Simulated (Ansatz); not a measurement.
# Ge16H3: the cost of one run

Program: Ansatz 0.2.0. Level of theory: DFT PBE, scalar-relativistic, plane waves, PAW. These are calculated values, not measurements.

## 1. The structure to begin with

It takes space group Pmm2 (No. 25, orthorhombic). Conventional cell: a = 4.074 Å, b = 8.148 Å, c = 38.785 Å, α = 90.00°, β = 90.00°, γ = 90.00°. Ge (site symmetry m) is surrounded by 1 H at 1.55 Å. Around Ge (site symmetry m) lie 4 Ge at 2.49 Å. Ge (site symmetry mm2) has 4 Ge at 2.49 Å as nearest neighbours. Only part of the 27 independent sites is listed.

As a file:

```cif
data_structure
_symmetry_space_group_name_H-M 'P 1'
_symmetry_Int_Tables_number 1
_cell_length_a 4.0738
_cell_length_b 8.1476
_cell_length_c 38.7849
_cell_angle_alpha 90.000
_cell_angle_beta 90.000
_cell_angle_gamma 90.000
_cell_volume 1287.33
loop_
_atom_site_label
_atom_site_type_symbol
_atom_site_fract_x
_atom_site_fract_y
_atom_site_fract_z
_atom_site_occupancy
Ge1 Ge 0.00000 0.09903 0.76872 1
Ge2 Ge 0.00000 0.40097 0.76872 1
Ge3 Ge 0.50000 0.00000 0.73803 1
Ge4 Ge 0.50000 0.50000 0.73803 1
Ge5 Ge 0.50000 0.25000 0.70090 1
Ge6 Ge 0.50000 0.75000 0.70090 1
Ge7 Ge 0.00000 0.25000 0.66376 1
Ge8 Ge 0.00000 0.75000 0.66376 1
Ge9 Ge 0.00000 0.00000 0.62663 1
Ge10 Ge 0.00000 0.50000 0.62663 1
Ge11 Ge 0.50000 0.00000 0.58949 1
Ge12 Ge 0.50000 0.50000 0.58949 1
Ge13 Ge 0.50000 0.25000 0.55236 1
Ge14 Ge 0.50000 0.75000 0.55236 1
Ge15 Ge 0.00000 0.25000 0.51522 1
Ge16 Ge 0.00000 0.75000 0.51522 1
Ge17 Ge 0.00000 0.00000 0.47809 1
Ge18 Ge 0.00000 0.50000 0.47809 1
Ge19 Ge 0.50000 0.00000 0.44095 1
Ge20 Ge 0.50000 0.50000 0.44095 1
Ge21 Ge 0.50000 0.25000 0.40381 1
Ge22 Ge 0.50000 0.75000 0.40381 1
Ge23 Ge 0.00000 0.25000 0.36668 1
Ge24 Ge 0.00000 0.75000 0.36668 1
Ge25 Ge 0.00000 0.00000 0.32954 1
Ge26 Ge 0.00000 0.50000 0.32954 1
Ge27 Ge 0.50000 0.00000 0.29241 1
Ge28 Ge 0.50000 0.50000 0.29241 1
Ge29 Ge 0.50000 0.25000 0.25527 1
Ge30 Ge 0.50000 0.75000 0.25527 1
Ge31 Ge 0.00000 0.25000 0.21814 1
Ge32 Ge 0.00000 0.75000 0.21814 1
H1 H 0.00000 0.40088 0.19337 1
H2 H 0.00000 0.09912 0.19337 1
H3 H 0.00000 0.90088 0.19337 1
H4 H 0.00000 0.59912 0.19337 1
H5 H 0.00000 0.03767 0.80663 1
H6 H 0.00000 0.46233 0.80663 1
```

## 2. Relaxing the atoms: Ge32H6 slab, no spin

Contents of input.yaml:

```yaml
crystal:
  lattice:
    - [4.07378359, 0.0, 0.0]
    - [0.0, 8.14756718, 0.0]
    - [0.0, 0.0, 38.7849319]
  atoms:
    - { symbol: Ge, position: [0.0, 0.09903469, 0.76872462] }
    - { symbol: Ge, position: [0.0, 0.40096531, 0.76872462] }
    - { symbol: Ge, position: [0.5, 0.0, 0.73803486] }
    - { symbol: Ge, position: [0.5, 0.5, 0.73803486] }
    - { symbol: Ge, position: [0.5, 0.25, 0.70089931] }
    - { symbol: Ge, position: [0.5, 0.75, 0.70089931] }
    - { symbol: Ge, position: [0.0, 0.25, 0.66376375] }
    - { symbol: Ge, position: [0.0, 0.75, 0.66376375] }
    - { symbol: Ge, position: [0.0, 0.0, 0.6266282] }
    - { symbol: Ge, position: [0.0, 0.5, 0.6266282] }
    - { symbol: Ge, position: [0.5, 0.0, 0.58949264] }
    - { symbol: Ge, position: [0.5, 0.5, 0.58949264] }
    - { symbol: Ge, position: [0.5, 0.25, 0.55235708] }
    - { symbol: Ge, position: [0.5, 0.75, 0.55235708] }
    - { symbol: Ge, position: [0.0, 0.25, 0.51522153] }
    - { symbol: Ge, position: [0.0, 0.75, 0.51522153] }
    - { symbol: Ge, position: [0.0, 0.0, 0.47808597] }
    - { symbol: Ge, position: [0.0, 0.5, 0.47808597] }
    - { symbol: Ge, position: [0.5, 0.0, 0.44095042] }
    - { symbol: Ge, position: [0.5, 0.5, 0.44095042] }
    - { symbol: Ge, position: [0.5, 0.25, 0.40381486] }
    - { symbol: Ge, position: [0.5, 0.75, 0.40381486] }
    - { symbol: Ge, position: [0.0, 0.25, 0.36667931] }
    - { symbol: Ge, position: [0.0, 0.75, 0.36667931] }
    - { symbol: Ge, position: [0.0, 0.0, 0.32954375] }
    - { symbol: Ge, position: [0.0, 0.5, 0.32954375] }
    - { symbol: Ge, position: [0.5, 0.0, 0.29240819] }
    - { symbol: Ge, position: [0.5, 0.5, 0.29240819] }
    - { symbol: Ge, position: [0.5, 0.25, 0.25527264] }
    - { symbol: Ge, position: [0.5, 0.75, 0.25527264] }
    - { symbol: Ge, position: [0.0, 0.25, 0.21813708] }
    - { symbol: Ge, position: [0.0, 0.75, 0.21813708] }
    - { symbol: H, position: [0.0, 0.400879, 0.19337407] }
    - { symbol: H, position: [0.0, 0.099121, 0.19337407] }
    - { symbol: H, position: [0.0, 0.900879, 0.19337407] }
    - { symbol: H, position: [0.0, 0.599121, 0.19337407] }
    - { symbol: H, position: [0.0, 0.03766668, 0.80662593] }
    - { symbol: H, position: [0.0, 0.46233332, 0.80662593] }
scf:
  occupations: { method: gaussian, width: 0.03 }
output:
  forces: true
  write_density: true
  write_potential: true
  elf: true
  volumetric_format: npy
hamiltonian:
  xc: pbe
efield:
  axis: 3
  dipole_correction: true
kpoints:
  mp_grid: { grid: [8, 4, 1] }
relax:
  f_tol: 0.01
  constraints: [{ sites: [30, 31, 32, 33, 34, 35] }]
```

Launch:

```sh
ansatz run input.yaml --threads 8 --pin off --max-ram 16384MiB --backend cpu --events-out ev --progress --plain --runs-dir out
```

**Question.** How long does this run take on 8 threads of Arm Neoverse N1, shared host, and how much memory does it need?

About 19 min, with a peak of 14 GiB.
